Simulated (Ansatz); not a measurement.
Runs of Ansatz 0.2.0 on Zn. It takes space group Im-3m (No. 229, cubic). Conventional cell: a = 3.138 Å, b = 3.138 Å, c = 3.138 Å, α = 90.00°, β = 90.00°, γ = 90.00°. Zn (site symmetry m-3m) has 8 Zn at 2.72 Å as nearest neighbours. This isn't the form of Zn at room conditions, which is hcp.

```csv
task,level,cell,k mesh,gap on the mesh (eV),pressure (GPa),relaxed volume (Å³/atom)
relaxation of cell and atoms,BLYP+D3(BJ),relaxed,12 × 12 × 12,none,0.0,14.55
phonons,LDA,as given,9 × 9 × 9,none,-,-
relaxation of cell and atoms,BLYP+D4,relaxed,12 × 12 × 12,none,0.0,15.41
relaxation of cell and atoms,revPBE+D3(BJ),relaxed,12 × 12 × 12,none,0.0,(a)
relaxation of cell and atoms,RPBE+D4,relaxed,12 × 12 × 12,none,0.0,14.60
```

Alike in all rows: potentials or basis Ansatz PAW; no spin polarisation; cutoff (eV) 420; smearing fermi-dirac 0.05 eV.

Q: Fill in the values left out.

A: (a) 13.98.

Caveats: the PAW data sets come from PBE, with cores solved anew for the run's functional, which leaves a small shift of forces and pressure; the plane-wave basis is chosen anew once the cell has moved, so the energies of steps on either side of that aren't comparable (some runs); pairwise dispersion overbinds metals, which lowers pressure and volume (some runs).

A gap of «none» marks a metal or a gap under the smearing width.

Runs at the PBE level aren't shown here.
